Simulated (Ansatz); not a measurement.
Input of an Ansatz 0.2.0 run:

Contents of input.yaml:

```yaml
crystal:
  lattice:
    - [2.0, 1.1547005384, 8.44]
    - [-2.0, 1.1547005384, 8.44]
    - [0.0, -2.3094010768, 8.44]
  atoms:
    - { symbol: In, position: [0.8886, 0.8886, 0.8886] }
    - { symbol: In, position: [0.0, 0.0, 0.0] }
    - { symbol: Se, position: [0.1719, 0.1719, 0.1719] }
    - { symbol: Se, position: [0.3835, 0.3835, 0.3835] }
hamiltonian:
  xc: revpbe
  pseudopotentials: { kind: paw }
kpoints:
  mp_grid: { grid: [8, 8, 8] }
scf:
  occupations: { method: fermi_dirac, width: 0.05 }
output:
  forces: true
  stress: true
  eigenvalues: true
  write_density: true
  write_potential: true
  elf: true
  volumetric_format: npy
relax:
  f_tol: 0.01
  max_steps: 40
  cell: { stress_tol: 0.05 }
```

Potentials or basis: Ansatz PAW.

Run with:

```bash
$ ansatz run input.yaml --threads 2 --pin off --max-ram 5632MiB --backend cpu --events-out ev --progress --plain --runs-dir out
```

(1) Predict the relaxed volume.

(2) Predict the relaxed cell.

## Answers

(1) 39.82 Å³/atom.

(2) a = 11.027 Å, b = 11.027 Å, c = 11.027 Å, α = 21.60°, β = 21.60°, γ = 21.60°.

Caveat: the volume moved by over 15 % at a fixed basis, so the end points are rough; spin-orbit coupling is left out, which moves the levels of the heavy elements; the PAW data sets come from PBE, with cores solved anew for the run's functional, which leaves a small shift of forces and pressure.
